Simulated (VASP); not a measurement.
A calculation with VASP 6.6.1 of Zn (native input, structure from a POSCAR):

Contents of INCAR:

```
SYSTEM = Zn
PREC = Accurate
ENCUT = 520
EDIFF = 1E-6
ISMEAR = 0
SIGMA = 0.05
LREAL = .False.
LASPH = .True.
NELM = 80
ALGO = Fast
ISIF = 2
LWAVE = .False.
LCHARG = .False.
GGA = PE
NBANDS = 19
```

The input KPOINTS:

```
regular mesh
0
Gamma
  11 11 6
  0 0 0
```

The input POSCAR:

```
Zn
1.0
    2.6700000000      0.0000000000      0.0000000000
   -1.3350000000      2.3122878281      0.0000000000
    0.0000000000      0.0000000000      4.9660000000
Zn
2
Direct
    0.6666666667      0.3333333333      0.7500000000
    0.3333333333      0.6666666667      0.2500000000
```

Potentials or basis: VASP PAW PBE potentials, release 54 (Zn).

Command:

```bash
$ cat potpaw_PBE.54/Zn/POTCAR > POTCAR
$ mpirun -np 1 vasp_std > vasp.out
```

Problem. Write the same calculation in another form: ASE script, structure by space group and Wyckoff sites.

Solution. As run:

Contents of run.py:

```python
from ase.calculators.vasp import Vasp
from ase.dft.bandgap import bandgap
from ase.spacegroup import crystal

atoms = crystal(
    ['Zn'],
    basis=[[0.6666666667, 0.3333333333, 0.75]],
    spacegroup=194,
    setting=1,
    cellpar=[2.67, 2.67, 4.966, 90.0, 90.0, 120.0],
    primitive_cell=True,
)
calc = Vasp(
    directory='calc',
    xc='pbe',
    pp='PBE',
    setups='recommended',
    pp_version='54',
    prec='Accurate',
    encut=520,
    ediff=1e-06,
    ismear=0,
    sigma=0.05,
    lreal=False,
    lasph=True,
    nelm=80,
    algo='Normal',
    isif=2,
    lwave=False,
    lcharg=False,
    kpts=[11, 11, 6],
    gamma=True,
)
atoms.calc = calc

print('energy (eV):', atoms.get_potential_energy())
print('free energy (eV):', atoms.get_potential_energy(force_consistent=True))
print('forces (eV/A):')
print(atoms.get_forces())
print('stress (eV/A^3, Voigt):', atoms.get_stress())
print('Fermi level (eV):', calc.get_fermi_level())
gap, top, bottom = bandgap(calc)
print('band gap (eV):', gap, 'from (spin, k, band)', top, 'to', bottom)
```

Potentials or basis: VASP PAW PBE potentials, release 54 (Zn).

The run is started by

```console
$ python run.py
```

Both were run:

|  | native input, structure from a POSCAR | ASE script, structure by space group and Wyckoff sites |
| --- | --- | --- |
| Pressure | -0.1 GPa | -0.3 GPa |
| Band gap on the k mesh | none (metal or under the smearing width) | none (metal or under the smearing width) |

Keys that steer only the numerical path or the files written may differ.
